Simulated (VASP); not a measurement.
Set up this calculation in VASP 6.6.1, as the native input.

* Task: band structure
* Functional: PBEsol
* Potentials or basis: VASP PAW PBE potentials, release 64 (Ge_d, Si)
* Cutoff: 520 eV
* k mesh: 6 × 6 × 6
* Occupations: gaussian, width 0.03 eV
* Spin: no spin polarisation
* Further INCAR settings: ALGO = Normal; EDIFF = 1e-06; NBANDS = 51

The structure of Si15Ge lies in POSCAR:

```
Si15Ge                                  
1.0
    0.0000000000      5.4481298672      5.4481298672
    5.4481298672      0.0000000000      5.4481298672
    5.4481298672      5.4481298672      0.0000000000
  Ge              Si            
     1    15
Direct
     0.3750000000000000    0.3750000000000000    0.3750000000000000
     0.3749854273839475    0.3749854273839475    0.8750145726160525
     0.3749854273839475    0.8750145726160525    0.3749854273839475
     0.3749854273839475    0.8750145726160525    0.8750145726160525
     0.8750145726160525    0.3749854273839475    0.3749854273839475
     0.8750145726160525    0.3749854273839475    0.8750145726160525
     0.8750145726160525    0.8750145726160525    0.3749854273839475
     0.8750000000000000    0.8750000000000000    0.8750000000000000
     0.2486740920224690    0.2486740920224690    0.2486740920224690
     0.2486740920224690    0.2486740920224690    0.7539777239325858
     0.2486740920224690    0.7539777239325858    0.2486740920224690
     0.2498661079022497    0.7500446306992501    0.7500446306992501
     0.7539777239325858    0.2486740920224690    0.2486740920224690
     0.7500446306992501    0.2498661079022497    0.7500446306992501
     0.7500446306992501    0.7500446306992501    0.2498661079022497
     0.7500446306992501    0.7500446306992501    0.7500446306992501
```

The cell was built by a generator and needn't be a form met in nature.

The input as run:

INCAR

```
SYSTEM = Si15Ge
  PREC = Accurate
  ENCUT = 520
  EDIFF = 1E-6
  ISMEAR = 0
  SIGMA = 0.03
  LREAL = .FALSE.
  LASPH = .TRUE.
  NELM = 80
  ALGO = Normal
  ISIF = 2
  LWAVE = .FALSE.
  LCHARG = .FALSE.
  GGA = PS
  NBANDS = 51
  ICORELEVEL = 1
  KPAR = 4
```

KPOINTS

```
Automatic mesh
0
G
  6 6 6
  0 0 0
```

KPOINTS_OPT

```
explicit points
6
Reciprocal
 0.0000000000  0.0000000000  0.0000000000 1
 0.3750000000  0.3750000000  0.7500000000 1
 0.5000000000  0.5000000000  0.5000000000 1
 0.6250000000  0.2500000000  0.6250000000 1
 0.5000000000  0.2500000000  0.7500000000 1
 0.5000000000  0.0000000000  0.5000000000 1
```

Potentials or basis: VASP PAW PBE potentials, release 64 (Ge_d, Si).

Command:

```console
$ cat potpaw_PBE.64/Ge_d/POTCAR potpaw_PBE.64/Si/POTCAR > POTCAR
$ mpirun -np 4 vasp_std > vasp.out
```

Results of the run:

```yaml
Pressure: 0.0 GPa
Largest_force: 0.004 eV/Å
Band_gap_on_the_k_mesh: 0.41 eV, direct
Band_gap_along_the_path: 0.41 eV, direct
```

Caveat: the PAW data sets were made with another functional, which shifts forces and pressure a little.

Wall time 110 s on 4 MPI ranks on Intel(R) Xeon(R) 6975P-C (Granite Rapids), on a shared host, peak memory 0.67 GiB a rank.
